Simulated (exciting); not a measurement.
Two BSE runs for the O K edge of BaO, space group Fm-3m. Run A: exciting, all-electron LAPW+lo, LDA, exchange and screened direct term (singlet BSE), 5×5×5 shifted k points, 29 conduction bands, |G+q| up to 3 bohr⁻¹, full RPA screening with nempty = 50, Lorentzian half width 0.45 eV. Run B differs in one setting: k mesh, kernel cutoff, basis, band set, screening or width.

Energy from the Kohn–Sham onset, core level to the lowest empty state found on the meshes used; one zero for both, scaled to A's maximum:

```csv
E (eV),A,B
-5.0,0.01,0.00
-4.5,0.02,0.00
-4.0,0.02,0.00
-3.5,0.02,0.01
-3.0,0.03,0.01
-2.5,0.04,0.01
-2.0,0.05,0.01
-1.5,0.06,0.02
-1.0,0.10,0.02
-0.5,0.17,0.05
0.0,0.34,0.24
0.5,0.64,0.63
1.0,0.95,1.26
1.5,0.96,1.20
2.0,0.74,0.83
2.5,0.59,0.47
3.0,0.61,0.69
3.5,0.59,0.63
4.0,0.58,0.50
4.5,0.72,0.85
5.0,0.69,0.65
5.5,0.63,0.61
6.0,0.66,0.87
6.5,0.53,0.51
7.0,0.38,0.28
7.5,0.39,0.52
8.0,0.32,0.30
8.5,0.22,0.17
9.0,0.18,0.12
9.5,0.17,0.16
10.0,0.18,0.16
10.5,0.19,0.14
11.0,0.19,0.16
11.5,0.17,0.21
12.0,0.14,0.13
12.5,0.13,0.08
13.0,0.14,0.13
13.5,0.17,0.16
14.0,0.19,0.25
14.5,0.15,0.13
15.0,0.13,0.09
15.5,0.14,0.08
16.0,0.20,0.17
16.5,0.30,0.30
17.0,0.41,0.53
17.5,0.45,0.50
18.0,0.46,0.54
18.5,0.42,0.49
19.0,0.37,0.40
19.5,0.29,0.30
20.0,0.21,0.18
20.5,0.15,0.11
21.0,0.12,0.08
21.5,0.11,0.09
22.0,0.12,0.11
22.5,0.12,0.11
23.0,0.12,0.09
23.5,0.13,0.11
24.0,0.15,0.13
24.5,0.20,0.25
25.0,0.20,0.19
25.5,0.21,0.26
26.0,0.19,0.19
26.5,0.17,0.17
```

The database entry behind the starting cell differs from later determinations by our own check (about 0.7 % short), so it need not match the best structure at ambient conditions.

Which is the likeliest?

The half width (eV) from 0.45 to 0.11. Against run A the r.m.s. difference is 26 %. The highest maximum lies at 1.3 eV (1.49), against 1.2 eV (1.00). Only the width of each line changes; the area stays. A table step wider than the lines misses their tops. Other settings could leave a like mark; this is the change that was made.

[Banner, clock and machine lines of the logs are left out without a mark of their own.]

[Logs are printed without paths, hosts, clocks, repeated set-up lines and the standing remarks that a program may print on its own settings, such as how far it seeks lower states.]

[Hosts, paths, dates, database ids (printed as entryN), source tags and the programs' standing remarks are cut or masked in the printed files.]
